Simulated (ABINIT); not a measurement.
## Quasiparticle gap of AlN (P6_3mc) in ABINIT

Wanted: ground state, empty states, screening and self-energy for AlN (P6_3mc).

Method: LDA and many-body steps on it, plane waves, in ABINIT 10.8.3.

The database entry behind the starting cell differs from later determinations by our own check (inner coordinate u about 0.002 short), so it need not match the best structure at ambient conditions.

### 1. The starting structure

It takes space group P6_3mc (No. 186, hexagonal). Conventional cell: a = 3.113 Å, b = 3.113 Å, c = 4.981 Å, α = 90.00°, β = 90.00°, γ = 120.00°. Al has 4 N at 1.89 Å nearest. Nearest to N lie 4 Al at 1.89 Å. Farther neighbours and most contacts between anions are not listed.

The cell and positions come from the Crystallography Open Database and are kept as given unless a step says otherwise.

### 2. Ground state

This step: ABINIT 10.8.3; DFT, LDA, plane waves, norm-conserving pseudopotentials.

The ground-state density comes first.

run.abi

```
acell 3*1.0 Angstrom
rprim 
  3.113000000011 -0.000000000003 0.000000000000
  -1.556500000003 2.695937081992 0.000000000000
  0.000000000000 0.000000000000 4.981000000000
ntypat 2
znucl 13 7
natom 4
typat 1 1 2 2
xred 
  0.333333333333 0.666666666667 0.000000000000
  0.666666666667 0.333333333333 0.500000000000
  0.333333333333 0.666666666667 0.380000000000
  0.666666666667 0.333333333333 0.880000000000
pp_dirpath "pseudos"
pseudos "Al.upf, N.upf"
ecut 36
ngkpt 6 6 4
nshiftk 1
shiftk 0 0 0
kptopt 1
chksymbreak 0
nband 14
occopt 1
tolvrs 1e-10
nstep 60
prtwf 0
indata_prefix "in"
outdata_prefix "out"
tmpdata_prefix "tmp"
```

Launch:

```
OMP_NUM_THREADS=1 mpirun -n 4 abinit run.abi > log
```

Numbers of over 12 decimals in the logs are rounded to 6 here.

Output:

```text
.Version 10.8.3 of ABINIT. v10.8.2 released Aug 2026.

 Symmetries : space group P6_3 m c (#186); Bravais hP (primitive hexag.)
================================================================================
 Values of the parameters that define the memory need of the present run
     intxc =       0    ionmov =       0      iscf =       7    lmnmax =       6
     lnmax =       6     mgfft =      54  mpssoang =       3    mqgrid =    3001
     natom =       4  nloc_mem =       1    nspden =       1   nspinor =       1
    nsppol =       1      nsym =      12    n1xccc =    2501    ntypat =       2
    occopt =       1   xclevel =       1
-    mband =          14        mffmem =           1         mkmem =           6
       mpw =        2934          nfft =       55296          nkpt =          21
================================================================================
  Rough estimation (10% accuracy) of disk space for files :
================================================================================

--------------------------------------------------------------------------------
------------- Echo of variables that govern the present computation ------------
--------------------------------------------------------------------------------
 -outvars: echo values of preprocessed input variables --------
            acell      1.8897261259E+00  1.8897261259E+00  1.8897261259E+00 Bohr

      chksymbreak           0
             ecut      3.60000000E+01 Hartree
-          fftalg         312

              ixc       -1012
              kpt      0.00000000E+00  0.00000000E+00  0.00000000E+00
                       1.66666667E-01  0.00000000E+00  0.00000000E+00
                       3.33333333E-01  0.00000000E+00  0.00000000E+00
                       5.00000000E-01  0.00000000E+00  0.00000000E+00
                       1.66666667E-01  1.66666667E-01  0.00000000E+00
                       3.33333333E-01  1.66666667E-01  0.00000000E+00
                       3.33333333E-01  3.33333333E-01  0.00000000E+00
                       0.00000000E+00  0.00000000E+00  2.50000000E-01
                       1.66666667E-01  0.00000000E+00  2.50000000E-01
   [... 10 further rows ...]
                       3.33333333E-01  1.66666667E-01  5.00000000E-01
                       3.33333333E-01  3.33333333E-01  5.00000000E-01
         kptrlatt        6    0    0      0    6    0      0    0    4
          kptrlen      3.52963046E+01
P           mkmem           6
            natom           4
            nband          14
            ngfft          32      32      54
             nkpt          21
            nstep          60
             nsym          12
           ntypat           2
              occ      2.000000  2.000000  2.000000  2.000000  2.000000  2.000000
                       2.000000  2.000000  0.000000  0.000000  0.000000  0.000000
                       0.000000  0.000000
            prtwf           0
            rprim      3.1130000000E+00 -3.0000000000E-12  0.0000000000E+00
[...]
spgroup         186

           tolvrs      1.00000000E-10

             xred      3.3333333333E-01  6.6666666667E-01  1.1102230246E-16
[...]
znucl       13.00000    7.00000

================================================================================

 chkinp: Checking input parameters for consistency.

================================================================================
== DATASET  1 ==================================================================
-   mpi_nproc: 4, omp_nthreads: 1 (-1 if OMP is not activated)

--- !DatasetInfo
iteration_state: {dtset: 1, }
dimensions: {natom: 4, nkpt: 21, mband: 14, nsppol: 1, nspinor: 1, nspden: 1, mpw: 2934, }
cutoff_energies: {ecut:  36.0, pawecutdg:  -1.0, }
electrons: {nelect:   1.60000000E+01, charge:   0.00000000E+00, occopt:   1.00000000E+00, tsmear:   1.00000000E-02, }

 Real(R)+Recip(G) space primitive vectors, cartesian coordinates (Bohr,Bohr^-1):
 R(1)=  5.8827174  0.0000000  0.0000000  G(1)=  0.1699895  0.0981435  0.0000000
 R(2)= -2.9413587  5.0945827  0.0000000  G(2)=  0.0000000  0.1962869  0.0000000
 R(3)=  0.0000000  0.0000000  9.4127258  G(3)=  0.0000000  0.0000000  0.1062392
 Unit cell volume ucvol=  2.8209931E+02 bohr^3
 Angles (23,13,12)=  9.00000000E+01  9.00000000E+01  1.20000000E+02 degrees

 getcut: wavevector=  0.0000  0.0000  0.0000  ngfft=  32  32  54
         ecut(hartree)=     36.000   => boxcut(ratio)=   2.01398

--- Pseudopotential description ------------------------------------------------
- Al Generated using ONCVPSP code by D. R. Hamann
- 13.00000   3.00000  180309                  znucl, zion, pspdat
12 -1012 2 -1 1854                            pspcod,pspxc,lmax,lloc,mmax
     nproj     2     2     2
  pspatm : epsatm=    0.57439143
         --- l  ekb(1:nproj) -->
[...]
pspatm: atomic psp has been read  and splines computed

- N Generated using ONCVPSP code by D. R. Hamann
-  7.00000   5.00000  180309                  znucl, zion, pspdat
12 -1012 1 -1 1058                            pspcod,pspxc,lmax,lloc,mmax
     nproj     2     2     0
  pspatm : epsatm=    5.30777321
         --- l  ekb(1:nproj) -->
[...]
pspatm: atomic psp has been read  and splines computed

[...]
--- !BeginCycle
iteration_state: {dtset: 1, }
solver: {iscf: 7, nstep: 60, nline: 4, wfoptalg: 0, }
tolerances: {tolvrs: 1.00E-10, }

     iter   Etot(hartree)      deltaE(h)  residm     vres2
 ETOT  1  -25.360049001870    -2.536E+01 5.573E-02 9.227E+02
 ETOT  2  -25.419467492625    -5.942E-02 1.610E-02 7.435E+02
 ETOT  3  -25.684981279308    -2.655E-01 1.357E-02 2.073E+00
 ETOT  4  -25.686120860242    -1.140E-03 7.821E-03 9.918E-02
 ETOT  5  -25.686147307159    -2.645E-05 3.235E-03 8.794E-04
 ETOT  6  -25.686147472856    -1.657E-07 2.204E-03 1.237E-04
 ETOT  7  -25.686147526854    -5.400E-08 2.652E-03 8.548E-07
 ETOT  8  -25.686147527106    -2.524E-10 2.193E-03 6.702E-08
 ETOT  9  -25.686147527133    -2.737E-11 1.592E-03 1.788E-09
 ETOT 10  -25.686147527134    -1.069E-12 1.031E-03 1.815E-11

 At SCF step   10       vres2   =  1.81E-11 < tolvrs=  1.00E-10 =>converged.

 Cartesian components of stress tensor (hartree/bohr^3)
  sigma(1 1)=  2.34144830E-04  sigma(3 2)=  0.00000000E+00
  sigma(2 2)=  2.34144830E-04  sigma(3 1)=  0.00000000E+00
  sigma(3 3)=  1.74624766E-04  sigma(2 1)=  0.00000000E+00

--- !ResultsGS
iteration_state: {dtset: 1, }
comment   : Summary of ground state results
lattice_vectors:
- [  5.8827174,  -0.0000000,   0.0000000, ]
- [ -2.9413587,   5.0945827,   0.0000000, ]
- [  0.0000000,   0.0000000,   9.4127258, ]
lattice_lengths: [   5.88272,    5.88272,    9.41273, ]
lattice_angles: [ 90.000,  90.000, 120.000, ] # degrees, (23, 13, 12)
lattice_volume:   2.8209931E+02
convergence: {deltae: -1.069E-12, res2:  1.815E-11, residm:  1.031E-03, diffor: null, }
etotal    :  -2.56861475E+01
entropy   :   0.00000000E+00
fermie    :   2.07969323E-01
cartesian_stress_tensor: # hartree/bohr^3
- [  2.34144830E-04,   0.00000000E+00,   0.00000000E+00, ]
- [  0.00000000E+00,   2.34144830E-04,   0.00000000E+00, ]
- [  0.00000000E+00,   0.00000000E+00,   1.74624766E-04, ]
pressure_GPa:  -6.3051E+00
xred      :
- [  3.3333E-01,   6.6667E-01,   1.1102E-16, Al]
- [  6.6667E-01,   3.3333E-01,   5.0000E-01, Al]
- [  3.3333E-01,   6.6667E-01,   3.8000E-01,  N]
- [  6.6667E-01,   3.3333E-01,   8.8000E-01,  N]
cartesian_forces: # hartree/bohr
- [  4.46993483E-32,  -2.58071807E-32,  -2.24347515E-03, ]
- [  4.46993483E-32,  -2.58071807E-32,  -2.24347515E-03, ]
- [  2.23496741E-31,  -9.54865688E-31,   2.24347515E-03, ]
- [ -3.12895438E-31,   1.00648005E-30,   2.24347515E-03, ]
force_length_stats: {min:   2.24347515E-03, max:   2.24347515E-03, mean:   2.24347515E-03, }

 Integrated electronic density in atomic spheres:
 ------------------------------------------------
 Atom  Sphere_radius  Integrated_density
[...]
4        2.00000          5.34572500
================================================================================

 ----iterations are completed or convergence reached----

 Mean square residual over all n,k,spin=   55.697E-07; max=  10.310E-04
 reduced coordinates (array xred) for    4 atoms
       0.333333333333      0.666666666667      0.000000000000
       0.666666666667      0.333333333333      0.500000000000
       0.333333333333      0.666666666667      0.380000000000
       0.666666666667      0.333333333333      0.880000000000
 rms dE/dt=  1.2192E-02; max dE/dt=  2.1117E-02; dE/dt below (all hartree)
    1       0.000000000000      0.000000000000      0.021117173486
    2       0.000000000000      0.000000000000      0.021117173486
    3      -0.000000000000      0.000000000000     -0.021117259447
    4       0.000000000000     -0.000000000000     -0.021117259447

 cartesian coordinates (angstrom) at end:
    1      1.67e-12     1.797291     0.000000
    2      1.556500     0.898646     2.490500
    3      1.67e-12     1.797291     1.892780
    4      1.556500     0.898646     4.383280

 cartesian forces (hartree/bohr) at end:
    1      0.000000    -0.000000    -0.00224348
    2      0.000000    -0.000000    -0.00224348
    3      0.000000    -0.000000     0.00224348
    4     -0.000000     0.000000     0.00224348
 frms,max,avg= 1.2952710E-03 2.2434751E-03   0.000E+00  0.000E+00  4.566E-09 h/b

 cartesian forces (eV/Angstrom) at end:
    1      0.000000    -0.000000    -0.115364
    2      0.000000    -0.000000    -0.115364
    3      0.000000    -0.000000     0.115364
    4     -0.000000     0.000000     0.115364
 frms,max,avg= 6.6605512E-02 1.1536413E-01   0.000E+00  0.000E+00  2.348E-07 e/A
 length scales=  1.889726125908  1.889726125908  1.889726125908 bohr
              =  1.000000000000  1.000000000000  1.000000000000 angstroms
 prteigrs : about to open file out_EIG
 Fermi (or HOMO) energy (hartree) =   0.20797   Average Vxc (hartree)=  -0.40307
 Eigenvalues (hartree) for nkpt=  21  k points:
 kpt#   1, nband= 14, wtk=  0.00694, kpt=  0.0000  0.0000  0.0000 (reduced coord)
  -0.34284   -0.26113   -0.01340    0.17723    0.17723    0.20143    0.20143    0.20797
   0.36434    0.44914    0.59278    0.61208    0.61208    0.68432
 prteigrs : prtvol=0 or 1, do not print more k-points.

--- !EnergyTerms
iteration_state     : {dtset: 1, }
comment             : Components of total free energy in Hartree
kinetic             :  1.63935807916451E+01
hartree             :  5.61716888740043E+00
xc                  : -8.49234516615847E+00
Ewald energy        : -2.17432241271520E+01
psp_core            :  6.67244707056834E-01
local_psp           : -1.66983499131039E+01
non_local_psp       : -1.43022270682249E+00
total_energy        : -2.56861475271344E+01
total_energy_eV     : -6.98955681532103E+02
band_energy         :  2.79891230043073E-01

 Cartesian components of stress tensor (hartree/bohr^3)
  sigma(1 1)=  2.34144830E-04  sigma(3 2)=  0.00000000E+00
  sigma(2 2)=  2.34144830E-04  sigma(3 1)=  0.00000000E+00
  sigma(3 3)=  1.74624766E-04  sigma(2 1)=  0.00000000E+00

-Cartesian components of stress tensor (GPa)         [Pressure= -6.3051E+00 GPa]
- sigma(1 1)=  6.88877874E+00  sigma(3 2)=  0.00000000E+00
- sigma(2 2)=  6.88877874E+00  sigma(3 1)=  0.00000000E+00
- sigma(3 3)=  5.13763798E+00  sigma(2 1)=  0.00000000E+00

== END DATASET(S) ==============================================================
================================================================================

 -outvars: echo values of variables after computation  --------
           etotal     -2.5686147527E+01
            nband          14
             nkpt          21
          spgroup         186
 [... the other variables as echoed above ...]

 Calculation completed.
```

The job ended after 8.7 s (4 MPI ranks of Arm Neoverse V1, shared host; peak memory 0.28 GiB).

This step gave:

| Quantity | Value |
| --- | --- |
| total energy | -698.9557 eV |
| gap | 4.255 eV |
| k of the valence top | 0, 0, 0 |
| k of the conduction bottom | 0, 0, 0 |
| least direct gap | 4.255 eV |
| pressure | -6.305 GPa |

The gap is direct, at Γ.

The cutoff was set for levels, not for stress, so the pressure can be off by some GPa.

(Continued in part 2 of 3.)

[Paths, hosts, dates, memory and timing lines, banners, echoed tables and standing remarks are left out of the program output.]

[Logs are printed without paths, hosts, clocks, repeated set-up lines and the standing remarks that a program may print on its own settings, such as how far it seeks lower states.]

[Runs of the session that timed out or met a known fault of the program may be left out.]

[Hosts, paths, dates, database ids (printed as entryN), source tags and the programs' standing remarks are cut or masked in the printed files.]

[G0W0 gaps are taken among the corrected bands and points alone; a level outside them can change the order at an edge.]

[Where Ansatz stands beside ABINIT at settings called matched, ABINIT's density can come from a denser mesh and the files from another edition; pairs whose starting gaps differed by over 0.03 eV were left out, so agreement reads better than it is.]
